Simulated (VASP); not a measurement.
BaTiO3:

```
Ba Ti O
1.0
     3.96658    0.00000    0.00000
     0.00000    3.96658    0.00000
     0.00000    0.00000    4.06565
Ba Ti O
1 1 3
Direct
  0.50000 0.50000 0.58219
  0.00000 0.00000 0.09861
  0.00000 0.50000 0.06385
  0.50000 0.00000 0.06385
  0.00000 0.00000 0.55150
```

The cell is a database's computed one.

Base run:

- Program: VASP 6.6.1
- Functional: PBEsol
- Potentials or basis: VASP PAW PBE potentials, release 64 (Ba_sv, Ti_sv, O)
- Cutoff: 520 eV
- k mesh: 8 × 8 × 8
- Occupations: gaussian, width 0.5 eV
- Spin: no spin polarisation

Its results: band gap on the k mesh 1.76 eV, indirect (least direct gap 2.19 eV); pressure 0.2 GPa; largest force 0.003 eV/Å.

**Question.** The run is repeated on the same cell with these changes: potentials or basis from VASP PAW PBE potentials, release 64 (Ba_sv, Ti_sv, O) to VASP PAW PBE potentials, release 64 (Ba_sv, Ti_sv, O_h); cutoff from 520 eV to 900 eV; occupations from gaussian, width 0.5 eV to gaussian, width 0.02 eV. What comes out?

**Answer.** Band gap on the k mesh 1.77 eV, indirect (least direct gap 2.19 eV); pressure -0.3 GPa; largest force 0.034 eV/Å.

Caveats: the PAW data sets were made with another functional, which shifts forces and pressure a little; spin-orbit coupling is left out, which moves the levels of the heavy elements; the cutoff is under 1.25 times the usual one of these potentials, so pressure, stress and relaxed cells hold a basis-set (Pulay) error (some runs).

A k mesh can miss the band edges.

Not every run made on this cell is shown here.
